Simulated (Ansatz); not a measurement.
# Zr$_{3}$Si$_{2}$: strain energy, fitted

Zr$_{3}$Si$_{2}$, P4/mbm, a = 7.066 Å, c = 3.644 Å. The structure is a Materials Project entry; whether it is the stable form wasn't checked. Ansatz: PBEsol, PAW, 420 eV, Γ-centred 6×6×10 mesh on 10 atoms, Gaussian smearing 0.10 eV; no spin polarisation. Series: equal strain along all axes, cell held, atoms relaxed; x is the strain in per cent. y is the free energy over the unstrained cell, V0 = 18.194 Å³/atom.

| x (%) | y (meV/atom) |
| --- | --- |
| -2.0 | ? |
| -1.0 | 7.54 |
| 0.0 | 0.00 |
| 1.0 | 7.04 |
| 2.0 | 27.43 |

Question: Fit y = c2 x² + c3 x³ to the other rows, turn c2 into a modulus, and predict the missing energy.

Answer: Least squares on the rows shown. y = 7.3032 x² − 0.22366 x³. In eV per unit strain² c2 is 73.03; the stiffness is B for this strain (E = 9/2 B V0 ε², shape held): 2 × 73.03 × 160.2 / (9 × 18.194) = 143 GPa. At x = -2.0 the fit asked for gives 31.00 meV/atom. The run gave 31.01 meV/atom, so the fit is 0.01 meV/atom too low, within the rms miss on the fitted rows (0.02 meV/atom). The form still works here, 33 % of the fitted range beyond its end.

Cost: 5 runs of about 27 core-minutes in all, on AMD EPYC (Zen 3) (shared hosts).